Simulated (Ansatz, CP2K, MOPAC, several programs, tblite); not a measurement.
Energy against volume for ZnO (CsCl type), at fixed shape and fractional coordinates, computed by several methods (PBE and r2SCAN, where shown, with plane waves in Ansatz); the cell shown is that of r2SCAN. It is cubic, Pm-3m (No. 221); conventional cell a = 2.646 Å, 9.26 Å³ an atom. Zn is surrounded by 8 O at 2.29 Å; O is surrounded by 8 Zn at 2.29 Å. No spin polarisation and no zero-point or thermal motion; the cell was built from a prototype and may be hypothetical. Energies count from each curve's lowest point; fits are third-order Birch-Murnaghan.

```cif
data_structure
_symmetry_space_group_name_H-M 'Pm-3m'
_symmetry_Int_Tables_number 221
_cell_length_a 2.6462
_cell_length_b 2.6462
_cell_length_c 2.6462
_cell_angle_alpha 90.000
_cell_angle_beta 90.000
_cell_angle_gamma 90.000
_cell_volume 18.53
loop_
_atom_site_label
_atom_site_type_symbol
_atom_site_symmetry_multiplicity
_atom_site_Wyckoff_symbol
_atom_site_fract_x
_atom_site_fract_y
_atom_site_fract_z
_atom_site_occupancy
Zn1 Zn 1 a 0.00000 0.00000 0.00000 1
O1 O 1 b 0.50000 0.50000 0.50000 1
```

PBE/SZV (CP2K), on the shape of the cell shown:
```tsv
V (Å³/atom)	E (meV/atom)
8.153	350.96
8.709	178.27
9.265	73.00
9.820	17.85
10.376	0.00
```
The lowest point is an end point, so the minimum isn't bracketed.

PM7 (MOPAC), on the shape of the cell shown, as a cluster of 128 atoms at the zone centre:
```csv
V (Å³/atom),E (meV/atom)
8.153,1472.48
8.709,883.78
9.265,468.12
9.820,318.50
10.376,0.00
```
The lowest point is an end point, so the minimum isn't bracketed.

GFN2-xTB (tblite), on the shape of the cell shown, as a cluster of 128 atoms at the zone centre:

| V (Å³/atom) | E (meV/atom) |
| --- | --- |
| 8.153 | 0.00 |
| 8.709 | 13.13 |
| 9.265 | 58.78 |
| 9.820 | 126.93 |
| 10.376 | 210.65 |

The lowest point is an end point, so the minimum isn't bracketed.

Question: PBE, on the shape of its own relaxed cell, gives
```tsv
V (Å³/atom)	E (meV/atom)
9.128	19.60
9.419	4.62
9.710	0.00
10.002	4.20
10.293	15.72
```
What equilibrium volume and bulk modulus follow?

Answer: V₀ = 9.71 Å³ an atom and B₀ = 160 GPa.

r2SCAN, on the shape of its own relaxed cell:
```tsv
V (Å³/atom)	E (meV/atom)
8.709	21.54
8.987	5.06
9.265	0.00
9.542	4.65
9.820	17.68
```
V₀ = 9.26 Å³ an atom and B₀ = 187 GPa.
